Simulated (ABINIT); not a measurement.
An input for ABINIT 10.8.3 (MgO (Periclase)):

```
acell 3*1.0 Angstrom
rprim 
  -0.000000000000 2.108500000000 2.108500000000
  2.108500000000 0.000000000000 2.108500000000
  2.108500000000 2.108500000000 0.000000000000
ntypat 2
znucl 12 8
natom 2
typat 1 2
xred 
  0.000000000000 0.000000000000 0.000000000000
  0.500000000000 0.500000000000 0.500000000000
pp_dirpath "pseudos"
pseudos "Mg.upf, O.upf"
ecut 38
ngkpt 6 6 6
nshiftk 1
shiftk 0 0 0
kptopt 1
chksymbreak 0
istwfk *1
occopt 1
irdwfk 1
optdriver 3
nband 94
ecuteps 8
inclvkb 2
awtr 1
symchi 1
irdqps 1
gwcalctyp 28
nqptdm 15
qptdm 
  0.1666666667 0.0000000000 0.0000000000
  0.3333333333 0.0000000000 0.0000000000
  0.5000000000 0.0000000000 0.0000000000
  0.1666666667 0.1666666667 0.0000000000
  0.3333333333 0.1666666667 0.0000000000
  0.5000000000 0.1666666667 0.0000000000
  -0.3333333333 0.1666666667 0.0000000000
  -0.1666666667 0.1666666667 0.0000000000
  0.3333333333 0.3333333333 0.0000000000
  0.5000000000 0.3333333333 0.0000000000
  -0.3333333333 0.3333333333 0.0000000000
  0.5000000000 0.5000000000 0.0000000000
  0.5000000000 0.3333333333 0.1666666667
  -0.3333333333 0.3333333333 0.1666666667
  -0.3333333333 0.5000000000 0.1666666667
indata_prefix "in"
outdata_prefix "out"
tmpdata_prefix "tmp"
```

The database entry behind the starting cell differs from later determinations by our own check (about 0.1 % long), so it need not match the best structure at ambient conditions.

```sh
OMP_NUM_THREADS=1 mpirun -n 4 abinit run.abi > log; mrgscr < mrgscr.stdin
```

How long will it take on 4 MPI ranks of Arm Neoverse V1, shared host, and how much memory?

It took 66 s; on shared hardware allow 33 s to 2.2 min. Peak host memory was 0.75 GiB.

[Paths, hosts, dates, memory and timing lines, banners, echoed tables and standing remarks are left out of the program output.]

[Logs are printed without paths, hosts, clocks, repeated set-up lines and the standing remarks that a program may print on its own settings, such as how far it seeks lower states.]

[Runs of the session that timed out or met a known fault of the program may be left out.]

[No measured gap is set beside runs whose start may be inverted or whose files or cutoffs have a known fault.]

[Hosts, paths, dates, database ids (printed as entryN), source tags and the programs' standing remarks are cut or masked in the printed files.]

[G0W0 gaps are taken among the corrected bands and points alone; a level outside them can change the order at an edge.]

[Where Ansatz stands beside ABINIT at settings called matched, ABINIT's density can come from a denser mesh and the files from another edition; pairs whose starting gaps differed by over 0.03 eV were left out, so agreement reads better than it is.]
